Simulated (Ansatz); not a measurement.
The system is CuO.

```
Cu O
1.0
     4.16094    0.00000    0.00000
     0.00000    4.16094    0.00000
     0.00000    0.00000    3.88764
Cu O
3 3
Direct
  0.50000 0.00000 0.50000
  0.00000 0.50000 0.50000
  0.00000 0.00000 0.00000
  0.00000 0.00000 0.50000
  0.50000 0.00000 0.00000
  0.00000 0.50000 0.00000
```

Measurements of this composition are mostly on another form, of space group No. 15.

Base run:

```yaml
Program: Ansatz 0.2.0
Functional: BLYP
Potentials_or_basis: Ansatz PAW
Cutoff: 420 eV
Density_cutoff: 1680 eV
k_mesh: 7 × 7 × 7
Occupations: fermi-dirac, width 0.05 eV
Spin: no spin polarisation
```

Its results: band gap on the k mesh none (metal or under the smearing width); pressure 7.5 GPa.

Task: The run is repeated on the same cell with these changes: functional from BLYP to LDA. What comes out?

Result: Band gap on the k mesh none (metal or under the smearing width); pressure -11.5 GPa.

LDA binds more tightly than BLYP, so the same cell stands under less pressure.

Caveats: an odd number of electrons without spin polarisation forces a metal; a magnetic or distorted state may lie lower; the run has no spin polarisation, though such a crystal can be magnetic; semilocal functionals often make such compounds metallic where correlation or magnetic order opens a gap, which also shifts bond lengths; the PAW data sets come from PBE, with cores solved anew for the run's functional, which leaves a small shift of forces and pressure; the potentials were made for another functional, which shifts forces and pressure (some runs); the density of states is complete only up to the lowest level of the last band computed (some runs).

Not every run made on this cell is shown here.
